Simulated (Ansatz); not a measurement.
Task: a convergence test of the plane-wave cutoff of CuI, space group P-3m1, with the Python package of Ansatz (0.2.0). Give the script and its output. Use (first run): PBEsol, PAW, cutoff 250 eV, 6×6×4 k-points, fixed occupations. The script varies cutoff (eV): 250, 325, 400, 475.

```xyz
4
Lattice="4.1286 0.0000 0.0000 -2.0643 3.5755 0.0000 0.0000 0.0000 7.4781" Properties=species:S:1:pos:R:3 pbc="T T T"
Cu    2.0643    1.1918    4.4117
Cu    0.0000    2.3837    3.0664
I     0.0000    2.3837    5.6441
I     2.0643    1.1918    1.8340
```

`cui.py`:
```python
"""Cutoff test for CuI."""

import logging
import sys
import warnings

import ansatz as az
from tabulate import tabulate

logging.basicConfig(stream=sys.stdout, format="%(levelname)s %(message)s")
log = logging.getLogger("cui")
log.setLevel(logging.INFO)

warnings.simplefilter("ignore", az.DeckWarning)

system = (
    az.Lattice.of([4.12861794, 0.0, 0.0], [-2.06430897, 3.57548801, 0.0], [0.0, 0.0, 7.47810604])
    .atom("Cu", [2 / 3, 1 / 3, 0.58995244])
    .atom("Cu", [1 / 3, 2 / 3, 0.41004756])
    .atom("I", [1 / 3, 2 / 3, 0.75474825])
    .atom("I", [2 / 3, 1 / 3, 0.24525175])
)

job = (
    system.calculation()
    .functional("PBEsol")
    .kpoints(6, 6, 4, center="gamma")  # the mesh must be finer for metals
    .occupations(az.OccupationsMethod.FIXED)  # whole-number filling, right only where there is a gap
    .scf(tolerance=1e-10)
)

rows = []
for value in [250, 325, 400, 475]:
    r = job.basis(value).run(threads=1, pin="off").report
    rows.append((value, r["free_energy_ev"] / len(r["lattice"]["sites"]), r["n_iterations"], r["n_pw"]))

print(tabulate(rows, headers=["cutoff (eV)", "F/atom (eV)", "iterations", "plane waves"], floatfmt=".4f", tablefmt="grid"))

# differences from the last row
for row in rows[:-1]:
    shift = 1000 * (row[1] - rows[-1][1])
    log.info(f"{row[0]}: {shift:+.2f} meV/atom" + ("  (within 1 meV)" if abs(shift) < 1 else ""))
```

Output of `python cui.py`:
```text
+---------------+---------------+--------------+---------------+
|   cutoff (eV) |   F/atom (eV) |   iterations |   plane waves |
+===============+===============+==============+===============+
|           250 |    -7009.0026 |           11 |          1015 |
+---------------+---------------+--------------+---------------+
|           325 |    -7010.6158 |           12 |          1461 |
+---------------+---------------+--------------+---------------+
|           400 |    -7010.6519 |           11 |          2017 |
+---------------+---------------+--------------+---------------+
|           475 |    -7010.6539 |           11 |          2625 |
+---------------+---------------+--------------+---------------+
INFO 250: +1651.37 meV/atom
INFO 325: +38.18 meV/atom
INFO 400: +2.04 meV/atom
```

Caveats:
- Spin is left out of this run.
- Without a Hubbard U or exact exchange, semilocal functionals often make such 3d compounds metallic or too weakly gapped.
- This cell is a computed structure, which may not be the phase found in nature.
- Shifts are counted from the last row, which is itself no proven limit.
- The script silences the warnings on its input, which a real study should read.
- Finished in 20 s on 1 thread of Arm Neoverse V2, with other jobs on the host, peak memory 0.48 GiB.
